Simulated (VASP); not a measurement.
# MgS in VASP: one cell, several levels of theory, part 1 of 2

MgS built on the rocksalt prototype is computed at one geometry. Runs: PBE, r2SCAN.

The runs shown are made with VASP 6.6.1. PAW datasets, plane waves. Spin-unpolarised throughout; all numbers are computed.

### 1 The system as given

The cell comes from an earlier relaxation with r2SCAN in another program.

It is cubic, Fm-3m (No. 225); a = 5.203 Å in the conventional setting, 17.61 Å³ an atom. Mg has 6 S at 2.60 Å; S has 6 Mg at 2.60 Å.

Structure file:

```cif
data_structure
_symmetry_space_group_name_H-M 'P 1'
_symmetry_Int_Tables_number 1
_cell_length_a 3.6791
_cell_length_b 3.6791
_cell_length_c 3.6791
_cell_angle_alpha 60.000
_cell_angle_beta 60.000
_cell_angle_gamma 60.000
_cell_volume 35.21
loop_
_atom_site_label
_atom_site_type_symbol
_atom_site_fract_x
_atom_site_fract_y
_atom_site_fract_z
_atom_site_occupancy
Mg1 Mg 0.00000 0.00000 0.00000 1
S1 S 0.50000 0.50000 0.50000 1
```

### 2 Single point with PBE

Contents of INCAR:

```
ENCUT = 520.000000
SIGMA = 0.020000
EDIFF = 1.00e-07
GGA = PE
PREC = Accurate
IBRION = -1
ISIF = 2
ISMEAR = -1
NBANDS = 11
NELM = 120
NSW = 0
LASPH = .TRUE.
LCHARG = .FALSE.
LWAVE = .FALSE.
LREAL = .FALSE.
```

Contents of KPOINTS:

```
KPOINTS created by Atomic Simulation Environment
0
Gamma
8 8 8
0 0 0
```

Contents of KPOINTS_OPT:

```
special points
7
Reciprocal
0.0000000000 0.0000000000 0.0000000000 1
0.5000000000 0.0000000000 0.5000000000 1
0.6250000000 0.2500000000 0.6250000000 1
0.3750000000 0.3750000000 0.7500000000 1
0.5000000000 0.5000000000 0.5000000000 1
0.5000000000 0.2500000000 0.7500000000 1
0.0000000000 0.5000000000 0.5000000000 1
```

Contents of POSCAR:

```
Mg S
 1.0000000000000000
    -0.0000000000000000    2.6015179370171326    2.6015179370171326
     2.6015179370171326    0.0000000000000000    2.6015179370171326
     2.6015179370171326    2.6015179370171326   -0.0000000000000000
 Mg  S
   1   1
Cartesian
 -0.0000000000000000 -0.0000000000000000  0.0000000000000000
  2.6015179370171331  2.6015179370171331  2.6015179370171331
```

Potentials: the recommended PBE PAW datasets, 8 valence electrons in the neutral cell.

Started as:

```sh
$ mpirun -np 1 vasp_std
```

Standard output, without the iteration lines:

```text
POSCAR found type information on POSCAR MgS
 POSCAR found :  2 types and       2 ions
 LDA part: xc-table for (Slater+PW92), standard interpolation
 POSCAR, INCAR and KPOINTS ok, starting setup
 FFT: planning ... GRIDC
 FFT: planning ... GRID_SOFT
 FFT: planning ... GRID
 WAVECAR not read
 entering main loop
 Start KPOINTS_OPT (optional k-point list driver)
k-point batch [1-7\7]
```

OSZICAR:

```text
N       E                     dE             d eps       ncg     rms          rms(c)
DAV:   1     0.208948999821E+02    0.20895E+02   -0.35487E+03   678   0.590E+02
DAV:   2    -0.760610402611E+01   -0.28501E+02   -0.27160E+02   810   0.101E+02
DAV:   3    -0.889984914389E+01   -0.12937E+01   -0.12920E+01   777   0.225E+01
DAV:   4    -0.890726937635E+01   -0.74202E-02   -0.74199E-02   779   0.205E+00
DAV:   5    -0.890733372085E+01   -0.64345E-04   -0.64344E-04   791   0.182E-01    0.441E+00
DAV:   6    -0.854215281724E+01    0.36518E+00   -0.78935E-01   718   0.350E+00    0.346E+00
DAV:   7    -0.850204616182E+01    0.40107E-01   -0.21751E-01   781   0.202E+00    0.227E+00
DAV:   8    -0.850212208708E+01   -0.75925E-04   -0.14569E-02   689   0.734E-01    0.982E-01
DAV:   9    -0.850183789774E+01    0.28419E-03   -0.76006E-04   719   0.159E-01    0.353E-01
DAV:  10    -0.850185371103E+01   -0.15813E-04   -0.24095E-04   739   0.710E-02    0.477E-02
DAV:  11    -0.850184977792E+01    0.39331E-05   -0.22644E-05   752   0.208E-02    0.205E-02
DAV:  12    -0.850184965911E+01    0.11881E-06   -0.79704E-07   785   0.542E-03    0.256E-03
DAV:  13    -0.850184962594E+01    0.33164E-07   -0.14446E-08   436   0.693E-04
   1 F= -.85018496E+01 E0= -.85018496E+01  d E =-.241414E-10
       N       E                     dE             ncg
DAV:   1     0.356320732921E+03   -0.18995E+04      154
DAV:   2     0.151258744444E+03   -0.20506E+03      183
DAV:   3     0.142192981306E+03   -0.90658E+01      190
DAV:   4     0.142134535161E+03   -0.58446E-01      197
DAV:   5     0.142134109172E+03   -0.42599E-03      206
DAV:   6     0.142134104791E+03   -0.43810E-05      219
DAV:   7     0.142134104719E+03   -0.72143E-07      192
```

The lines after F= are the extra pass for the points of KPOINTS_OPT, at fixed density; their E is not a total energy.

Parts of OUTCAR:

```text
k-points           NKPTS =     29   k-points in BZ     NKDIM =     29   number of bands    NBANDS=     11

   NELECT =       8.0000    total number of electrons

   dimension x,y,z NGX =    28 NGY =   28 NGZ =   28
   dimension x,y,z NGXF=    56 NGYF=   56 NGZF=   56

  energy-cutoff  :      520.00
  volume of cell :       35.21
      direct lattice vectors                 reciprocal lattice vectors
     0.000000000  2.601517937  2.601517937    -0.192195484  0.192195484  0.192195484
     2.601517937  0.000000000  2.601517937     0.192195484 -0.192195484  0.192195484
     2.601517937  2.601517937  0.000000000     0.192195484  0.192195484 -0.192195484

 k-points in reciprocal lattice and weights: KPOINTS created by Atomic Simulation Env
   0.00000000  0.00000000  0.00000000       0.002
   0.12500000  0.00000000  0.00000000       0.016
   0.25000000  0.00000000  0.00000000       0.016
   0.37500000  0.00000000  0.00000000       0.016
   0.50000000  0.00000000  0.00000000       0.008
   0.12500000  0.12500000  0.00000000       0.012
   0.25000000  0.12500000  0.00000000       0.047
   0.37500000  0.12500000  0.00000000       0.047
[... 21 more k-points ...]

 E-fermi :   4.1096

 k-point     1 :       0.0000    0.0000    0.0000
  band No.  band energies     occupation
      1      -8.9412      2.00000
      2       3.7265      2.00000
      3       3.7265      2.00000
      4       3.7265      2.00000
      5       7.4379      0.00000
      6      11.6811      0.00000
      7      11.6811      0.00000
      8      11.6811      0.00000
      9      14.0765      0.00000
     10      14.0765      0.00000
     11      16.2652      0.00000

 k-point     2 :       0.1250    0.0000    0.0000
  band No.  band energies     occupation
      1      -8.7901      2.00000
      2       2.6790      2.00000
      3       3.6255      2.00000
      4       3.6255      2.00000
      5       8.2396      0.00000
      6      11.3638      0.00000
      7      11.9286      0.00000
      8      11.9286      0.00000
      9      13.4418      0.00000
     10      13.4418      0.00000
     11      16.4250      0.00000

 k-point     3 :       0.2500    0.0000    0.0000
  band No.  band energies     occupation
      1      -8.3816      2.00000
      2       0.9199      2.00000
      3       3.4053      2.00000
      4       3.4053      2.00000
      5       8.6874      0.00000
      6      11.5471      0.00000
      7      11.5471      0.00000
      8      12.0303      0.00000
      9      14.0182      0.00000
     10      14.0182      0.00000
     11      15.6184      0.00000

 k-point     4 :       0.3750    0.0000    0.0000
  band No.  band energies     occupation
      1      -7.8830      2.00000
      2      -0.5240      2.00000
      3       3.2114      2.00000
      4       3.2114      2.00000
      5       8.4143      0.00000
      6      10.8810      0.00000
      7      10.8810      0.00000
      8      13.4927      0.00000
      9      15.3174      0.00000
     10      15.9777      0.00000
     11      15.9777      0.00000

 k-point     5 :       0.5000    0.0000    0.0000
  band No.  band energies     occupation
      1      -7.6355      2.00000
      2      -1.1028      2.00000
      3       3.1372      2.00000
      4       3.1372      2.00000
      5       8.2751      0.00000
      6      10.6344      0.00000
      7      10.6344      0.00000
      8      13.8423      0.00000
      9      15.8818      0.00000
     10      18.1142      0.00000
     11      18.1142      0.00000

 k-point     6 :       0.1250    0.1250    0.0000
  band No.  band energies     occupation
      1      -8.7405      2.00000
      2       2.7192      2.00000
      3       3.4021      2.00000
      4       3.4021      2.00000
      5       8.5790      0.00000
      6      10.7255      0.00000
      7      12.2569      0.00000
      8      12.3509      0.00000
      9      12.3509      0.00000
     10      14.3380      0.00000
     11      17.4620      0.00000

 k-point     7 :       0.2500    0.1250    0.0000
  band No.  band energies     occupation
      1      -8.4189      2.00000
      2       1.4095      2.00000
      3       3.1169      2.00000
      4       3.1719      2.00000
      5       9.2222      0.00000
      6      10.5482      0.00000
      7      11.1520      0.00000
      8      12.5253      0.00000
      9      13.5179      0.00000
     10      14.7685      0.00000
     11      17.0557      0.00000

 k-point     8 :       0.3750    0.1250    0.0000
  band No.  band energies     occupation
      1      -7.9437      2.00000
      2      -0.0247      2.00000
      3       2.8165      2.00000
      4       2.9361      2.00000
      5       9.0080      0.00000
      6      10.3515      0.00000
      7      11.7929      0.00000
      8      12.0410      0.00000
      9      15.1133      0.00000
     10      16.5400      0.00000
     11      16.6977      0.00000

 k-point     9 :       0.5000    0.1250    0.0000
  band No.  band energies     occupation
      1      -7.5909      2.00000
      2      -0.8633      2.00000
      3       2.4981      2.00000
      4       2.9377      2.00000
      5       8.8952      0.00000
      6      10.0418      0.00000
      7      11.2077      0.00000
      8      13.7742      0.00000
      9      15.7050      0.00000
     10      17.5969      0.00000
     11      18.1236      0.00000

 k-point    10 :      -0.3750    0.1250    0.0000
  band No.  band energies     occupation
      1      -7.6732      2.00000
      2      -0.6777      2.00000
      3       2.3736      2.00000
      4       3.1172      2.00000
      5       9.0727      0.00000
      6      10.2129      0.00000
      7      11.0504      0.00000
      8      13.5847      0.00000
      9      15.7209      0.00000
     10      16.1935      0.00000
     11      18.4817      0.00000

 k-point    11 :      -0.2500    0.1250    0.0000
  band No.  band energies     occupation
      1      -8.1078      2.00000
      2       0.4101      2.00000
      3       2.5243      2.00000
      4       3.3957      2.00000
      5       9.3984      0.00000
      6      10.8880      0.00000
      7      11.3860      0.00000
      8      11.8582      0.00000
      9      13.6369      0.00000
     10      16.4735      0.00000
     11      16.7495      0.00000

[... the tables of k-points 12 to 29 left out ...]

  Total        0.1923157      0.1923157      0.1923157     -0.0000000      0.0000000     -0.0000000
  in kB        8.7501385      8.7501385      8.7501385     -0.0000000      0.0000000     -0.0000000
  external PRESSURE =       8.7501385 kB  Pullay stress =       0.0000000 kB

 POSITION                                       TOTAL-FORCE (eV/Angst)
 -----------------------------------------------------------------------------------
      0.00000      0.00000      0.00000         0.000000     -0.000000      0.000000
      2.60152      2.60152      2.60152        -0.000000      0.000000     -0.000000
 -----------------------------------------------------------------------------------
    total drift:                                0.000000      0.000000      0.000000

  FREE ENERGIE OF THE ION-ELECTRON SYSTEM (eV)
  ---------------------------------------------------
  free  energy   TOTEN  =        -8.5018496259 eV

  energy  without entropy=       -8.5018496259  energy(sigma->0) =       -8.50184963
```

It took 14 s on 1 MPI rank of Intel Xeon Platinum 8488C, shared host; peak memory 0.16 GiB.

The levels at the points of KPOINTS_OPT are read from vasprun.xml.

Levels at the named points, in eV from the top of band v (v: the last filled band by count, c: the next):

| point | v−1 | v | c | c+1 |
| --- | --- | --- | --- | --- |
| Γ | 0.00 | 0.00 | 3.71 | 7.95 |
| X | -1.68 | -1.68 | 2.78 | 4.40 |
| U | -3.18 | -1.36 | 3.91 | 6.70 |
| K | -3.18 | -1.36 | 3.91 | 6.70 |
| L | -0.59 | -0.59 | 4.55 | 6.91 |
| W | -3.23 | -2.36 | 5.25 | 7.96 |

PBE gives an indirect gap of 2.78 eV, from Γ to X; the least direct gap is 3.71 eV. Pressure: 0.88 GPa; the forces vanish within 0.01 eV/Å.

(Continued in part 2 of 2.)
